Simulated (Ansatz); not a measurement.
The system is Mo.

```
CELL_PARAMETERS angstrom
-1.58381 1.58381 1.58381
1.58381 -1.58381 1.58381
1.58381 1.58381 -1.58381
ATOMIC_POSITIONS crystal
Mo 0.00000 0.00000 0.00000
```

A run of Ansatz 0.2.0 on this cell left the log below. Logs are shortened: lines on timing, memory, paths and dates and some standing lists are left out, and cuts for length are marked.

```text
Warning: RAYON_NUM_THREADS=1 ignored (pool sized by the plan → 1); use --threads N
LAPW: plane waves up to 8.080 Å⁻¹, error target 1.0e-3 eV per atom; small_component_spin mean_spin; Mo in spheres of 1.372 Å, 30 of its electrons in bands, Dirac shells [] (how accurate: hamiltonian.pseudopotentials.lapw.basis_error, Limitations)
Engine: ansatz 0.2.0, aarch64-unknown-linux-gnu
Pseudopotentials: kind: all_electron
Pseudopotential: Mo, LAPW, valence charge 30, lapw/all_electron/scalar/gaussian/Mo, Koelling and Harmon's equation, gaussian nucleus
Functional definition: PBE
  parameter kappa = 0.804
  parameter beta = 0.06672455060314922
  exchange = pbe_x(kappa = kappa, mu = beta*pi^2/3)
  correlation = pbe_c(beta = beta)
Crystal: 1 atoms, lattice volume = 15.892 Å³
Basis set: ecut = 248.74271778401786 eV, 141 PW (Γ), exchange–correlation at level 2
Bands: 19, of which v1, the nominal top of the filled ones, is band 15 counted from 1 (14 counted from 0)
Symmetry: 48 space group operations
Space group: Im-3m (ITA 229), of the structure as read, at distance tolerance 2.5e-5 Å
k-points: 72 of 1728
Non-local potential: Mo, projectors of the file, none
Initial density: superposition of atomic densities (chi_scale 0.1, normalization cell)
Initial wavefunctions: plane waves of lowest kinetic energy (no species holds an atomic orbital)
Functional: x = pbe(κ = 0.804, μ = 0.2195149727645171), c = pbe(β = 0.06672455060314922)
iter 1 solved again at ethr=8.97e-4 eV; its pass at ethr=1.00e-1 eV (dr2=2.69e-1 eV) is discarded
SCF iter   1: F=—  HF=-110178.473267 eV  |F-HF|=—  |Δ(HF+E_count)|=         —  Δρ=5.38e-2  dr2=2.70e-1  ethr=8.97e-4  ⟨swp⟩=2.4  Hψ=8412  notcnv=0
preconditioner: auto → Kerker (q_TF=auto, 3.033 Å⁻¹)  [metal: Δε(μ)=0.004 eV  Ē_g=8.502 eV  σ=0.025 eV  W_gap=0.09  n_scr=12 (ndim 8)  ℏωp=22.8 eV  f_vac=0.000  D(μ)=0.94/eV (n_scr^D=12)]
SCF iter   2: F=—  HF=-110177.879633 eV  |F-HF|=—  |Δ(HF+E_count)|=   5.94e-1  Δρ=2.27e-2  dr2=5.76e-2  ethr=8.97e-4  ⟨swp⟩=2.2  Hψ=4237  notcnv=0
preconditioner: auto → none  [insulator: Δε(μ)=0.102 eV  Ē_g=8.229 eV  σ=0.025 eV  W_gap=0.76  n_scr=12 (ndim 8)  ℏωp=22.8 eV  f_vac=0.000  D(μ)=0.52/eV (n_scr^D=0)  ε∞_Penn≈8.7]
SCF iter   3: F=—  HF=-110177.861406 eV  |F-HF|=—  |Δ(HF+E_count)|=         —  Δρ=8.72e-3  dr2=8.90e-3  ethr=1.92e-4  ⟨swp⟩=2.0  Hψ=4147  notcnv=0  defer=1
the basis was enlarged: its passes take 557.4 KiB over the memory plan, 1 of 1 planned eigensolver slots
iter 4 solved again at ethr=2.11e-7 eV; its pass at ethr=2.97e-5 eV (dr2=6.34e-5 eV) is discarded
SCF iter   4: F=—  HF=-110177.861480 eV  |F-HF|=—  |Δ(HF+E_count)|=   7.39e-5  Δρ=7.30e-4  dr2=6.31e-5  ethr=2.11e-7  ⟨swp⟩=2.0  Hψ=6706  notcnv=0
SCF iter   5: F=—  HF=-110177.861470 eV  |F-HF|=—  |Δ(HF+E_count)|=   9.32e-6  Δρ=6.41e-5  dr2=3.37e-7  ethr=2.10e-7  ⟨swp⟩=2.0  Hψ=3962  notcnv=0
SCF iter   6: F=-110177.861471 eV  HF=-110177.861471 eV  |F-HF|=3.06e-10  |Δ(HF+E_count)|=   2.88e-7  Δρ=2.30e-6  dr2=5.55e-10  ethr=1.12e-9  ⟨swp⟩=3.0  Hψ=4090  notcnv=0
SCF 1 converged in 6 iterations: F = -110177.861471 eV  dr2 = 5.55e-10
SCF converged after 6 iterations
Free energy (F): -110177.861471 eV
Harris-Foulkes:  -110177.861471 eV  (|F-HF|=3.06e-10)
Internal energy: -110177.861334 eV  (E = F + TS)
E sigma→0 (E₀):  -110177.861402 eV
Entropy (-TS):   -0.000137 eV (-0.137 meV/atom)
Fermi energy:    22.950984 eV
--- Per-component energies (eV) ---
  E_band       = -4093.164540
  E_kinetic    = 114177.351926
  E_xc         = -3370.963486
  E_electrostatic = -220984.249774  (all electrons and nuclei)
  E_smearing   = -0.000137  (= −TS)
  E_closure    = 0.000000  (closes the sum)
  E_atoms      = -110166.923224  (free atoms, spherical and without spin; not in F)
  Σ components = -110177.861471   (vs F -110177.861471, Δ=0.00e0)
  Basis errors (estimates in eV, not in F): energy 2.5e-4 per atom: plane waves 2.0e-4 (1.0e-4 summed), levels above the bands 0.0e0, relativity 6.3e-8, radial functions 4.5e-5, core shells 1.4e-7; eigenvalues (radial functions only) 2.2e-6; not estimated: angular momenta, meshes, grids; target (lapw.basis_error) 1.0e-3; muffin-tin radii Mo 1.372 Å
--- Forces (eV/Å), atoms counted from 1 ---
  atom   1  Mo     0.00000000    -0.00000000     0.00000000
  max |Σ_I F_I| component: 5.75e-31 eV/Å
--- Stress (GPa, compression-positive) ---
       -1.930586       0.000000      -0.000000
        0.000000      -1.930586       0.000000
       -0.000000       0.000000      -1.930586
  P = ⅓ Tr σ = -1.9306 GPa (-19.306 kbar)
--- Band table (eV; the first three rows and the last of 72) ---
  k-point 0: bands = ["-352.8967", "-352.8967", "-352.8967", "-194.7957", "-194.7957", "-194.7668", "-194.7668", "-194.7668", "-38.2724", "-11.5681", "-11.5681", "-11.5681", "15.8337", "21.6763", "21.6763", "21.6763", "24.6391", "24.6391", "37.6746"]
  k-point 1: bands = ["-352.8967", "-352.8967", "-352.8967", "-194.7957", "-194.7957", "-194.7668", "-194.7668", "-194.7668", "-38.2562", "-11.6631", "-11.5975", "-11.5687", "16.1318", "21.5104", "21.6450", "21.9572", "24.4087", "24.6447", "37.8848"]
  k-point 2: bands = ["-352.8967", "-352.8967", "-352.8967", "-194.7957", "-194.7957", "-194.7668", "-194.7668", "-194.7668", "-38.2116", "-11.9177", "-11.6771", "-11.5706", "16.9215", "21.0882", "21.4986", "22.7733", "24.0833", "24.6836", "38.1754"]
  k-point 71: bands = ["-352.8967", "-352.8967", "-352.8967", "-194.7957", "-194.7957", "-194.7668", "-194.7668", "-194.7668", "-37.8508", "-12.4863", "-12.4863", "-12.4863", "17.6972", "17.6972", "26.8930", "26.8930", "26.8930", "31.9300", "31.9300"]
```

Question: What input gives this log?

Answer: Single point with PBE, no spin polarisation. The files as run (others can give the same):

input.yaml
```yaml
crystal:
  lattice:
    - [-1.5838089719, 1.5838089719, 1.5838089719]
    - [1.5838089719, -1.5838089719, 1.5838089719]
    - [1.5838089719, 1.5838089719, -1.5838089719]
  atoms:
    - { symbol: Mo, position: [0.0, 0.0, 0.0] }
kpoints:
  mp_grid: { grid: [12, 12, 12] }
scf:
  occupations: { method: gaussian, width: 0.025 }
hamiltonian:
  xc: pbe
  pseudopotentials: { kind: all_electron, lapw: { basis_error: 0.001 } }
output:
  forces: true
  stress: true
  eigenvalues: true
```

Potentials or basis: all-electron LAPW, scalar-relativistic.
Command:
```bash
$ ansatz run input.yaml --threads 1 --pin off --max-ram 3072MiB --backend cpu --events-out ev --progress --plain --runs-dir out
```
